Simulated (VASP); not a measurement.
# MgTe (P6_3mc) in VASP: notebook, part 2 of 2

VASP 6.6.1. The steps go on from the part before.

## 4. Single point, r2SCAN (hydrostatic strain -4.0%)

Contents of POSCAR:

```
MgTe
1.0
    4.3945302241      0.0000000000      0.0000000000
   -2.1972651121      3.8057748118      0.0000000000
    0.0000000000      0.0000000000      7.1568856730
Mg Te
2 2
Direct
    0.3333333333      0.6666666667     -0.0006080525
    0.6666666667      0.3333333333      0.4993919475
    0.3333333333      0.6666666667      0.3756080525
    0.6666666667      0.3333333333      0.8756080525
```

Contents of INCAR.step1:

```
  PREC = Accurate
  ENCUT = 520
  ISMEAR = 0
  SIGMA = 0.01
  LREAL = F
  LASPH = T
  NELM = 100
  NBANDS = 16
  GGA = PE
  ALGO = Normal
  EDIFF = 1E-4
  LWAVE = T
  LCHARG = F
```

Contents of INCAR.step2:

```
  PREC = Accurate
  ENCUT = 520
  EDIFF = 1E-7
  ISMEAR = 0
  SIGMA = 0.01
  LREAL = F
  LASPH = T
  NELM = 100
  ALGO = Normal
  ISIF = 2
  LWAVE = F
  LCHARG = F
  METAGGA = R2SCAN
  LMIXTAU = T
  NBANDS = 16
  ISTART = 1
```

Contents of KPOINTS:

```
regular mesh
0
Gamma
  6 6 4
```

Potentials or basis: VASP PAW PBE potentials, release 64 (Mg, Te).

The run is started by

```
cat potpaw_PBE.64/Mg/POTCAR potpaw_PBE.64/Te/POTCAR > POTCAR
cp INCAR.step1 INCAR
mpirun -np 1 vasp_std > vasp.out
cp INCAR.step2 INCAR
mpirun -np 1 vasp_std > vasp.out
```

OUTCAR:

```text
PREC = Accurate
   ENCUT = 520
   EDIFF = 1E-7
   ISMEAR = 0
   LREAL = F
   LASPH = T
   NELM = 100
   ISIF = 2
   METAGGA = R2SCAN
   ISTART = 1

 ion  position               nearest neighbor table
   1  0.333  0.667  0.999-   4 2.69   4 2.69   4 2.69   3 2.69
   2  0.667  0.333  0.499-   3 2.69   3 2.69   3 2.69   4 2.69
   3  0.333  0.667  0.376-   2 2.69   2 2.69   2 2.69   1 2.69
   4  0.667  0.333  0.876-   1 2.69   1 2.69   1 2.69   2 2.69

  LATTYP: Found a hexagonal cell.
 ALAT       =     4.3945302241
 C/A-ratio  =     1.6285894756

  Lattice vectors:

 A1 = (   4.3945302241,   0.0000000000,   0.0000000000)
 A2 = (  -2.1972651121,   3.8057748118,   0.0000000000)
 A3 = (   0.0000000000,   0.0000000000,   7.1568856730)

Analysis of symmetry for initial positions (statically):
=====================================================================
 Subroutine PRICEL returns:
 Original cell was already a primitive cell.

 Routine SETGRP: Setting up the symmetry group for a
 hexagonal supercell.

 Subroutine GETGRP returns: Found 12 space group operations
 (whereof  6 operations were pure point group operations)
 out of a pool of 24 trial point group operations.

The static configuration has the point symmetry C_3v.
 The point group associated with its full space group is C_6v.

Analysis of symmetry for dynamics (positions and initial velocities):
=====================================================================
 Subroutine PRICEL returns:
 Original cell was already a primitive cell.

 Routine SETGRP: Setting up the symmetry group for a
 hexagonal supercell.

 Subroutine GETGRP returns: Found 12 space group operations
 (whereof  6 operations were pure point group operations)
 out of a pool of 24 trial point group operations.

The dynamic configuration has the point symmetry C_3v.
 The point group associated with its full space group is C_6v.

 Subroutine INISYM returns: Found 12 space group operations
 (whereof  6 operations are pure point group operations),
 and found     1 'primitive' translations

----------------------------------------------------------------------------------------

                                     Primitive cell

  volume of cell :     119.6960

  direct lattice vectors                    reciprocal lattice vectors
     4.394530224  0.000000000  0.000000000     0.227555609  0.131379292  0.000000000
    -2.197265112  3.805774812  0.000000000     0.000000000  0.262758584  0.000000000
     0.000000000  0.000000000  7.156885673     0.000000000  0.000000000  0.139725580

  length of vectors
     4.394530224  4.394530224  7.156885673     0.262758584  0.262758584  0.139725580

  position of ions in fractional coordinates (direct lattice)
     0.333333333  0.666666667  0.999391948
     0.666666667  0.333333333  0.499391948
     0.333333333  0.666666667  0.375608052
     0.666666667  0.333333333  0.875608052

  ion indices of the primitive-cell ions
   primitive index   ion index
                 1           1
                 2           2
                 3           3
                 4           4
[... 24 lines left out ...]

 Found     21 irreducible k-points:

 Following reciprocal coordinates:
            Coordinates               Weight
  0.000000  0.000000  0.000000      1.000000
  0.166667  0.000000  0.000000      6.000000
  0.333333 -0.000000  0.000000      6.000000
  0.500000 -0.000000  0.000000      3.000000
  0.166667  0.166667  0.000000      6.000000
  0.333333  0.166667  0.000000     12.000000
[... 13 lines left out ...]
  0.333333  0.166667  0.500000     12.000000
  0.333333  0.333333  0.500000      2.000000
   k-points           NKPTS =     21   k-points in BZ     NKDIM =     21   number of bands    NBANDS=     16
   number of dos      NEDOS =    301   number of ions     NIONS =      4
   total plane-waves  NPLWV =  69984
   dimension x,y,z NGX =    36 NGY =   36 NGZ =   54
   dimension x,y,z NGXF=    72 NGYF=   72 NGZF=  108
   ions per type =               2   2
   NGX,Y,Z   is equivalent  to a cutoff of  13.62, 13.62, 12.54 a.u.
   NGXF,Y,Z  is equivalent  to a cutoff of  27.24, 27.24, 25.09 a.u.
 SYSTEM =  unknown system
   PREC   = accura    normal or accurate (medium, high low for compatibility)
   ISTART =      1    job   : 0-new  1-cont  2-samecut
   ICHARG =      0    charge: 1-file 2-atom 10-const
   ISPIN  =      1    spin polarized calculation?
   LNONCOLLINEAR =      F non collinear calculations
   LSORBIT =      F    spin-orbit coupling
   LASPH  =      T    aspherical Exc in radial PAW
   ENCUT  =  520.0 eV  38.22 Ry    6.18 a.u.   8.17  8.17 13.31*2*pi/ulx,y,z
   NELM   =    100;   NELMIN=  2; NELMDL=  0     # of ELM steps
   EDIFF  = 0.1E-06   stopping-criterion for ELM
   LREAL  =      F    real-space projection
   EDIFFG = 0.1E-05   stopping-criterion for IOM
   NSW    =      0    number of steps for IOM
   IBRION =     -1    ionic relax: 0-MD 1-quasi-New 2-CG
   NFREE  =      0    steps in history (QN), initial steepest desc. (CG)
   ISIF   =      2    stress and relaxation
   ISYM   =      2    0-nonsym 1-usesym 2-fastsym
   POTIM  = 0.5000    time-step for ionic-motion
   TEBEG  =    0.0;   TEEND  =   0.0 temperature during run
   PSTRESS=    0.0 pullay stress
   NELECT =      16.0000    total number of electrons
   NUPDOWN=      -1.0000    fix difference up-down
   EMIN   =  10.00;   EMAX   =-10.00  energy-range for DOS
   EFERMI =   0.00;   METHOD = LEGACY
   ISMEAR =     0;   SIGMA  =   0.01  broadening in eV -4-tet -1-fermi 0-gaus
   EFERMI_NEDOS =   21; number of points for ismear=-14 and -15
   IALGO  =     38    algorithm
   IMIX   =      4    mixing-type and parameters
     AMIX     =   0.40;   BMIX     =  1.00
     AMIX_MAG =   1.60;   BMIX_MAG =  1.00
  volume/ion in A,a.u.               =      29.92       201.94
  Fermi-wavevector in a.u.,A,eV,Ry     =   0.837057  1.581808  9.533115  0.700664
  Thomas-Fermi vector in A             =   1.950884
   LORBIT       =      0    0 simple, 1 ext, 2 COOP (PROOUT), +10 PAW based schemes
   METAGGA = R2SCAN    functional components
   LHFCALC =     F    Hartree Fock is set to
   AEXX    =    0.0000 exact exchange contribution
   IVDW    =     0    specifies the selected vdW correction
   LEPSILON=     F    determine dielectric tensor
   LRPA    =     F    only Hartree local field effects (RPA)
 non-spin polarized calculation
 Gauss-broadening in eV      SIGMA  =   0.01
  energy-cutoff  :      520.00
  volume of cell :      119.70
 maximum number of plane-waves:      3248
 NGX is ok and might be reduce to    36
   NGX = 17   NGY = 17   NGZ = 27

 number of electron      15.9999999 magnetization

 Free energy of the ion-electron system (eV)
  ---------------------------------------------------
  ext. energy  EPLUGINS =         0.00000000
  ---------------------------------------------------
  free energy    TOTEN  =       -63.11143883 eV

  energy without entropy =      -63.11143883  energy(sigma->0) =      -63.11143883

 E-fermi :   2.6225     XC(G=0):  -8.6536

 val. band max:        2.5725777103   @ k =   0.0000   0.0000   0.0000
 cond. band min:       6.1512139842   @ k =   0.5000  -0.0000   0.0000
 fundamental gap:      3.5786362738
 Fermi energy:         2.6225032475

 k-point     1 :       0.0000    0.0000    0.0000
  band No.  band energies     occupation
      1      -8.4345      2.00000
      2      -7.6048      2.00000
      3      -1.1868      2.00000
      4       1.9992      2.00000
      5       1.9992      2.00000
      6       2.5671      2.00000
[... 376 lines left out ...]
      3      -0.7584      2.00000
      4      -0.7584      2.00000
      5       0.2320      2.00000
      6       0.2320      2.00000
[... 8 lines left out ...]
     15      10.6421      0.00000
     16      10.6421      0.00000

------------------------ aborting loop because EDIFF is reached ----------------------------------------

  FORCE on cell =-STRESS in cart. coord.  units (eV):
  Direction    XX          YY          ZZ          XY          YZ          ZX
  --------------------------------------------------------------------------------------
  -------------------------------------------------------------------------------------
  Total        4.3308793      4.3308793      4.3401377     -0.0000000      0.0000000      0.0000000
  in kB       57.9704998     57.9704998     58.0944261     -0.0000000      0.0000000      0.0000000
  external PRESSURE =      58.0118086 kB  Pullay stress =       0.0000000 kB

 VOLUME and BASIS-vectors are now :
 -----------------------------------------------------------------------------
  energy-cutoff  :      520.00
  volume of cell :      119.70
      direct lattice vectors                 reciprocal lattice vectors
     4.394530224  0.000000000  0.000000000     0.227555609  0.131379292  0.000000000
    -2.197265112  3.805774812  0.000000000     0.000000000  0.262758584  0.000000000
     0.000000000  0.000000000  7.156885673     0.000000000  0.000000000  0.139725580

 POSITION                                       TOTAL-FORCE (eV/Angst)
 -----------------------------------------------------------------------------------
     -0.00000      2.53718      7.15253         0.000000      0.000000      0.000858
      2.19727      1.26859      3.57409        -0.000000     -0.000000      0.000858
     -0.00000      2.53718      2.68818        -0.000000     -0.000000     -0.000858
      2.19727      1.26859      6.26663        -0.000000      0.000000     -0.000858
 -----------------------------------------------------------------------------------
    total drift:                               -0.000000     -0.000000     -0.008232

  FREE ENERGIE OF THE ION-ELECTRON SYSTEM (eV)
  ---------------------------------------------------
  free  energy   TOTEN  =       -63.1114388304 eV

  energy  without entropy=      -63.1114388304  energy(sigma->0) =      -63.11143883
```

Run time: 3.5 min. Hardware: 1 thread of Intel Xeon Platinum 8259CL at 2.50GHz (Skylake/Cascade Lake), shared host; peak memory 0.29 GiB.

What came out:

```yaml
Free_energy: -63.1114 eV
Pressure: 5.8 GPa
Band_gap_on_the_k_mesh: 3.58 eV, indirect (least direct gap 3.77 eV)
```

Caveat: the PAW data sets were made with another functional, which shifts forces and pressure a little; spin-orbit coupling is left out, which moves the levels of the heavy elements. A k mesh can miss the band edges.

## 5. Summary

```tsv
level	cell	smearing	gap on the mesh (eV)	pressure (GPa)
PBE	as given	fermi-dirac 0.02 eV	2.45	0.7
PBE	epitaxial_xy strain -3.0%	fermi-dirac 0.02 eV	2.41	2.1
r2SCAN	hydrostatic strain -4.0%	gaussian 0.01 eV	3.58	5.8
```

Alike in all rows: task single point; potentials or basis VASP PAW PBE potentials, release 64 (Mg, Te); no spin polarisation; k mesh 6 × 6 × 4; cutoff (eV) 520.

Caveats: spin-orbit coupling is left out, which moves the levels of the heavy elements; the PAW data sets were made with another functional, which shifts forces and pressure a little (some runs).

Total energies depend on the potentials used, so only differences within one code and one set of settings carry meaning.
